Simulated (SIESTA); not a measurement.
Crystal: Nb.

```
Nb
1.0
     2.71964    0.00000    0.00000
     0.00000    2.71964    0.00000
     0.00000    0.00000    2.71964
Nb
1
Direct
  0.50000 0.50000 0.50000
```

The cell was built by a generator and needn't be a form met in nature.

| Property | Result |
| --- | --- |
| Program | SIESTA 5.4.2 |
| Task | single point |
| Functional | PBE |
| Potentials or basis | PseudoDojo 0.4 standard (PBE files) |
| Basis | DZP (energy shift 0.003 Ry; two zetas on semicore shells) |
| Grid cutoff | 800 Ry |
| Energy shift | 0.003 Ry |
| k mesh | 10 × 10 × 10 |
| Occupations | fermi-dirac, width 0.05 eV |
| Spin | no spin polarisation |

On this cell: pressure 2.2 GPa; band gap on the k mesh none (metal or under the smearing width).

The same run follows on a disturbed copy (cell strained at random at fixed volume):

```
CELL_PARAMETERS angstrom
2.71245 -0.01827 -0.02250
-0.01827 2.74319 -0.00743
-0.02250 -0.00743 2.70377
ATOMIC_POSITIONS crystal
Nb 0.51432 0.50271 0.52135
```

What changes?

The energy (extrapolated to zero smearing) moves by -4.3 meV/atom; pressure 2.3 GPa; band gap on the k mesh none (metal or under the smearing width).

Stress tensor (GPa, compression positive):
```
 2.38 -1.75 -2.15
-1.75  1.75 -0.74
-2.15 -0.74  2.69
```

The energy falls, though the first cell shows no forces: that form is unstable against this distortion, unless noise or another electronic state is at work.

Caveats: the basis of atomic orbitals isn't converged, which shifts pressures, moduli and gaps.
